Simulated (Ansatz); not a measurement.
Compressing ZnCu: a fit and a missing row

ZnCu, Pm-3m, a = 2.908 Å. The structure is a COD entry; whether it is the stable form wasn't checked. Ansatz: PBEsol, PAW, 420 eV, Γ-centred 14×14×14 mesh on 2 atoms, Gaussian smearing 0.10 eV; no spin polarisation. Symmetry fixes shape and atoms, so the cell is only scaled; pressure is positive in compression.

```tsv
V (Å³/atom)	P (GPa)
10.819	?
11.188	16.40
11.557	9.94
11.925	4.54
12.294	0.02
12.663	-3.76
13.032	-6.92
13.524	-10.33
```

**Question.** Take V0 = 12.294 Å³/atom, count pressures from its P0 = 0.02 GPa, fit the third-order Birch–Murnaghan form to the other rows, and predict the missing pressure.

**Answer.** With the Eulerian strain f = ½[(V0/V)^(2/3) − 1] and y = (P − P0)/[3f(1 + 2f)^(5/2)], the form is the line y = B0 + 1.5 B0 (B0′ − 4) f. Rows (f, y): 0.03243, 143.9; 0.02104, 141.8; 0.01026, 139.6; -0.00976, 135.6; -0.01906, 133.8; -0.03080, 131.3. Means f = 0.0006850, y = 137.67; Σ(Δf)² = 0.003004, ΣΔfΔy = 0.5989; the slope is their ratio. y = 137.5 + 199.4 f GPa, so B0 = 137.5 GPa and B0′ = 4 + 2 × (199.4)/(3 × 137.5) = 4.97. At V = 10.819, f = 0.04447, y = 146.37 and P = 24.18 GPa. The run gave 24.13 GPa, so the fit is 0.05 GPa too high, a small miss on the scale of the series.